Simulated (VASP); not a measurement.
Level of theory: PBE GGA with D3 dispersion (zero damping), VASP's PBE PAW potentials (set 64) (plane waves; VASP).

VASP ran on this input.

KPOINTS:
```
Regular mesh
0
Gamma
8 8 8
```

### INCAR
```
# general
SYSTEM=Li2O
PREC  =Accurate
ENCUT =520
LREAL =.FALSE.
LASPH =.TRUE.

# electronic loop
EDIFF =1E-6
NELM  =100   # most electronic steps
ALGO  =Normal   # blocked Davidson

# smearing
ISMEAR=0   # Gaussian
SIGMA =0.05   # width (eV)

# functional
GGA   =PE   # PBE
IVDW  =11   # D3, zero damping

# ions
IBRION=2   # conjugate gradients
NSW   =60   # most ionic steps
ISIF  =3   # ions, shape and volume
EDIFFG=-0.02   # ionic stop

# output
LWAVE =.FALSE.
LCHARG=.FALSE.
```

POSCAR:
```
Li2O
1
    0.0000000000     2.2759445298     2.2759445298
    2.2759445298     0.0000000000     2.2759445298
    2.2759445298     2.2759445298     0.0000000000
Li O
2 1
Direct
  0.2500000000   0.2500000000   0.2500000000
  0.7500000000   0.7500000000   0.7500000000
  0.0000000000   0.0000000000   0.0000000000
```

POTCAR, in this order: Li_sv O (PBE.64 set). Program: vasp_std.

The resulting files:

OSZICAR:
```
       N       E                     dE             d eps       ncg     rms          rms(c)
DAV:   1     0.383312281178E+02    0.38331E+02   -0.62724E+03   580   0.132E+03
DAV:   2    -0.113602157758E+02   -0.49691E+02   -0.46504E+02   690   0.229E+02
DAV:   3    -0.160405610001E+02   -0.46803E+01   -0.46650E+01  1002   0.594E+01
DAV:   4    -0.161173734454E+02   -0.76812E-01   -0.76750E-01   806   0.796E+00
DAV:   5    -0.161176892505E+02   -0.31581E-03   -0.31579E-03   818   0.478E-01    0.752E+00
DAV:   6    -0.143527449898E+02    0.17649E+01   -0.95147E+00   582   0.199E+01    0.280E+00
DAV:   7    -0.143294575939E+02    0.23287E-01   -0.20780E-01   666   0.400E+00    0.148E+00
DAV:   8    -0.143300326489E+02   -0.57505E-03   -0.56668E-02   698   0.298E+00    0.346E-01
DAV:   9    -0.143290089092E+02    0.10237E-02   -0.67127E-03   722   0.767E-01    0.106E-01
DAV:  10    -0.143294634235E+02   -0.45451E-03   -0.92622E-04   630   0.261E-01    0.471E-02
DAV:  11    -0.143294490249E+02    0.14399E-04   -0.40371E-05   756   0.816E-02    0.108E-02
DAV:  12    -0.143294498608E+02   -0.83593E-06   -0.46666E-06   724   0.226E-02
   1 F= -.14932220E+02 E0= -.14932220E+02  d E =-.149322E+02
```

**OUTCAR**
```
------------------------ aborting loop because EDIFF is reached ----------------------------------------
 Edisp (eV)   -0.60277
  FORCE on cell =-STRESS in cart. coord.  units (eV):
  Direction    XX          YY          ZZ          XY          YZ          ZX
  --------------------------------------------------------------------------------------
  Total      -0.05728    -0.05728    -0.05728     0.00000     0.00000    -0.00000
  in kB      -3.89254    -3.89254    -3.89254     0.00000     0.00000    -0.00000
  external pressure =       -3.89 kB  Pullay stress =        0.00 kB
  volume of cell :       23.58
      direct lattice vectors                 reciprocal lattice vectors
     0.000000000  2.275944530  2.275944530    -0.219689010  0.219689010  0.219689010
     2.275944530  0.000000000  2.275944530     0.219689010 -0.219689010  0.219689010
     2.275944530  2.275944530  0.000000000     0.219689010  0.219689010 -0.219689010
 POSITION                                       TOTAL-FORCE (eV/Angst)
 -----------------------------------------------------------------------------------
      1.13797      1.13797      1.13797        -0.000000     -0.000000      0.000000
      3.41392      3.41392      3.41392         0.000000      0.000000     -0.000000
      0.00000      0.00000      0.00000         0.000000      0.000000     -0.000000
 -----------------------------------------------------------------------------------
    total drift:                               -0.000000      0.000000      0.000000
  FREE ENERGIE OF THE ION-ELECTRON SYSTEM (eV)
  ---------------------------------------------------
  free  energy   TOTEN  =       -14.9322203113 eV

  energy  without entropy=      -14.9322203113  energy(sigma->0) =      -14.93222031

 reached required accuracy - stopping structural energy minimisation
```
(Selected blocks of OUTCAR.)

**OUTCAR**
```
 val. band max:        1.5811495224   @ k =   0.0000   0.0000   0.0000

 cond. band min:       6.6384358467   @ k =   0.5000   0.5000   0.0000


 Fermi energy:         1.9041503965

 k-point     1 :       0.0000    0.0000    0.0000
  band No.  band energies     occupation
      1     -41.3338      2.00000
      2     -40.9538      2.00000
      3     -13.9400      2.00000
      4       1.5811      2.00000
      5       1.5811      2.00000
      6       1.5811      2.00000
      7       7.1933      0.00000
      8      13.7697      0.00000
      9      13.7697      0.00000
     10      13.7698      0.00000

 k-point     2 :       0.1250    0.0000    0.0000
  band No.  band energies     occupation
      1     -41.3170      2.00000
      2     -40.9662      2.00000
      3     -13.9096      2.00000
      4       1.0551      2.00000
      5       1.5051      2.00000
      6       1.5051      2.00000
      7       7.6014      0.00000
      8      13.8179      0.00000
      9      13.9956      0.00000
     10      13.9956      0.00000

 k-point     3 :       0.2500    0.0000    0.0000
  band No.  band energies     occupation
      1     -41.2701      2.00000
      2     -41.0021      2.00000
      3     -13.8320      2.00000
      4      -0.0246      2.00000
      5       1.3324      2.00000
      6       1.3324      2.00000
      7       8.5959      0.00000
      8      13.6561      0.00000
      9      14.2617      0.00000
     10      14.2618      0.00000

 k-point     4 :       0.3750    0.0000    0.0000
  band No.  band energies     occupation
      1     -41.2028      2.00000
      2     -41.0581      2.00000
      3     -13.7477      2.00000
      4      -0.9434      2.00000
      5       1.1736      2.00000
      6       1.1736      2.00000
      7       9.9150      0.00000
      8      12.8739      0.00000
      9      14.0613      0.00000
     10      14.0614      0.00000

 k-point     5 :       0.5000    0.0000    0.0000
...
```

The compound is Li2O in the antifluorite structure. It was relaxed first. The start is the result of an earlier pass.
